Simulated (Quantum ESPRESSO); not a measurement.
## TiSi2: equation of state with LDA

Crystal: TiSi2.

```
Ti Si
1.0
    -1.47287    1.71213    4.21208
     1.47287   -1.71213    4.21208
     1.47287    1.71213   -4.21208
Ti Si
1 2
Cartesian
  0.0000 0.0000 0.0000
  0.0000 0.0000 5.6448
  0.0000 0.0000 2.7793
```

The cell comes from a database or a generator and needn't be the stable form of this composition.

```json
{"Program": "Quantum ESPRESSO 7.5", "Task": "equation of state", "Functional": "LDA", "Potentials or basis": "GBRV 1.5 LDA", "Cutoff": "612 eV", "Density cutoff": "4898 eV", "k mesh": "12 × 12 × 12", "Occupations": "fermi-dirac, width 0.05 eV", "Spin": "no spin polarisation"}
```

| Quantity | Value |
| --- | --- |
| Equilibrium volume | 13.52 Å³/atom |
| Bulk modulus at fixed shape and positions | 155 GPa |
| Pressure derivative of the bulk modulus | 4.3 |

Energy against volume, from the lowest point:
| volume (Å³/atom) | energy (meV/atom) |
| --- | --- |
| 13.313 | 1.36 |
| 13.596 | 0.00 |
| 13.879 | 4.22 |
| 14.162 | 13.43 |
| 14.446 | 27.10 |
| 14.729 | 44.77 |
| 15.012 | 66.00 |

All runs of the series together: 13 min on 2 threads of Arm Neoverse V1 (shared host).

Caveat: the cell was scaled at fixed shape and fractional positions, which overstates the stiffness of a crystal with free parameters, most of all of layers and chains.
